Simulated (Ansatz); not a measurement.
W: projected density of states with PBE

W:

```
W
1.0
    -1.58234    1.58234    1.58234
     1.58234   -1.58234    1.58234
     1.58234    1.58234   -1.58234
W
1
Direct
  0.00000 0.00000 0.00000
```

```yaml
Program: Ansatz 0.2.0
Task: projected density of states
Functional: PBE
Potentials_or_basis: Ansatz PAW
Cutoff: "420 eV (not typed: the program's choice for these potentials)"
k_mesh: 7 × 7 × 7
Occupations: fermi-dirac, width 0.05 eV
Spin: no spin polarisation
```

The pressure is 6.7 GPa, the band gap on the k mesh is none (metal or under the smearing width) and the density of states at the Fermi level is 0.37 states/eV per cell.

Levels at points of the mesh, in eV from the Fermi level:
| k point | band 5 | band 6 | band 7 | band 8 | band 9 | band 10 |
| --- | --- | --- | --- | --- | --- | --- |
| (0.00, 0.00, 0.00) | -9.69 | -1.30 | -1.30 | -1.30 | 2.19 | 2.19 |

States per cell in windows of 0.5 eV (zero at the Fermi level; states under -8 eV left out):
| from (eV) | total | W 5d | W 6s | W 5p |
| --- | --- | --- | --- | --- |
| -8.0 | 0.05 | 0.00 | 0.04 | 0.00 |
| -7.5 | 0.07 | 0.01 | 0.05 | 0.00 |
| -7.0 | 0.09 | 0.02 | 0.07 | 0.00 |
| -6.5 | 0.19 | 0.09 | 0.10 | 0.00 |
| -6.0 | 0.34 | 0.22 | 0.11 | 0.01 |
| -5.5 | 0.43 | 0.33 | 0.09 | 0.01 |
| -5.0 | 0.59 | 0.50 | 0.08 | 0.01 |
| -4.5 | 0.29 | 0.26 | 0.02 | 0.00 |
| -4.0 | 0.19 | 0.17 | 0.01 | 0.00 |
| -3.5 | 0.96 | 0.94 | 0.01 | 0.01 |
| -3.0 | 0.55 | 0.52 | 0.01 | 0.01 |
| -2.5 | 0.61 | 0.54 | 0.04 | 0.01 |
| -2.0 | 0.84 | 0.72 | 0.07 | 0.01 |
| -1.5 | 0.35 | 0.28 | 0.03 | 0.00 |
| -1.0 | 0.18 | 0.14 | 0.02 | 0.00 |
| -0.5 | 0.18 | 0.15 | 0.01 | 0.00 |
| 0.0 | 0.23 | 0.21 | 0.01 | 0.00 |
| 0.5 | 0.37 | 0.35 | 0.01 | 0.00 |
| 1.0 | 0.45 | 0.43 | 0.01 | 0.00 |
| 1.5 | 0.58 | 0.56 | 0.01 | 0.00 |
| 2.0 | 0.58 | 0.56 | 0.01 | 0.00 |
| 2.5 | 0.53 | 0.52 | 0.01 | 0.00 |
| 3.0 | 1.02 | 0.95 | 0.05 | 0.00 |
| 3.5 | 0.45 | 0.35 | 0.07 | 0.00 |
| 4.0 | 0.26 | 0.20 | 0.04 | 0.00 |
| 4.5 | 0.25 | 0.19 | 0.03 | 0.00 |
| 5.0 | 0.16 | 0.11 | 0.03 | 0.00 |
| 5.5 | 0.16 | 0.09 | 0.04 | 0.00 |
| 6.0 | 0.17 | 0.09 | 0.04 | 0.00 |
| 6.5 | 0.15 | 0.06 | 0.03 | 0.00 |
| 7.0 | 0.16 | 0.05 | 0.04 | 0.00 |
| 7.5 | 0.20 | 0.04 | 0.08 | 0.00 |

Run time: 0.64 s on 2 threads of Arm Neoverse V1, with other jobs on the host, peak memory 0.25 GiB.

Caveat: the k mesh is coarse (spacing up to 0.40 Å⁻¹), so the values aren't converged; the density of states is complete only up to the lowest level of the last band computed. Spin-orbit coupling is left out, which matters for the levels of W.
